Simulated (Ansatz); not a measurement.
# Profile along the In–N line in InN (wurtzite)

InN (wurtzite)

```
CELL_PARAMETERS angstrom
      3.58053     0.00000     0.00000
     -1.79026     3.10083     0.00000
      0.00000     0.00000     5.78779
ATOMIC_POSITIONS crystal
  In 0.66667 0.33333 0.50197
  In 0.33333 0.66667 0.00197
  N  0.66667 0.33333 0.12323
  N  0.33333 0.66667 0.62323
```

Fields along a shortest In–N line of a (1 -1 0 0) plane (2.19 Å), from In to N, interpolated on the slice's grid (step about 0.2 Å). All values below come from PBE (plane waves to 420 eV, PAW, scalar-relativistic; Ansatz, a quantum-chemistry and plane-wave program). k mesh 11×11×6. Near the nuclei the fields are pseudised (PAW); where an atom keeps semicore shells as valence, they peak there. At this level the bands of InN touch or barely overlap; measurements give the solid a gap. InN was relaxed with its symmetry unable to fall.

```json
[
 {"distance from In (Å)": "0.00", "valence electron density (e/Å³)": "13.17", "electron localisation function": "x"},
 {"distance from In (Å)": "0.22", "valence electron density (e/Å³)": "10.80", "electron localisation function": "x"},
 {"distance from In (Å)": "0.44", "valence electron density (e/Å³)": "6.17", "electron localisation function": "0.03"},
 {"distance from In (Å)": "0.66", "valence electron density (e/Å³)": "2.53", "electron localisation function": "0.16"},
 {"distance from In (Å)": "0.88", "valence electron density (e/Å³)": "0.89", "electron localisation function": "0.19"},
 {"distance from In (Å)": "1.09", "valence electron density (e/Å³)": "0.54", "electron localisation function": "0.25"},
 {"distance from In (Å)": "1.31", "valence electron density (e/Å³)": "0.72", "electron localisation function": "0.64"},
 {"distance from In (Å)": "1.53", "valence electron density (e/Å³)": "1.38", "electron localisation function": "0.82"},
 {"distance from In (Å)": "1.75", "valence electron density (e/Å³)": "2.68", "electron localisation function": "0.70"},
 {"distance from In (Å)": "1.97", "valence electron density (e/Å³)": "3.55", "electron localisation function": "x"},
 {"distance from In (Å)": "2.19", "valence electron density (e/Å³)": "3.53", "electron localisation function": "x"}
]
```

x: too close to a nucleus for the ELF to mean much.

Density on the In–N line (2.19 Å) at its midpoint: 0.54 e/Å³. ELF at that point: 0.3.
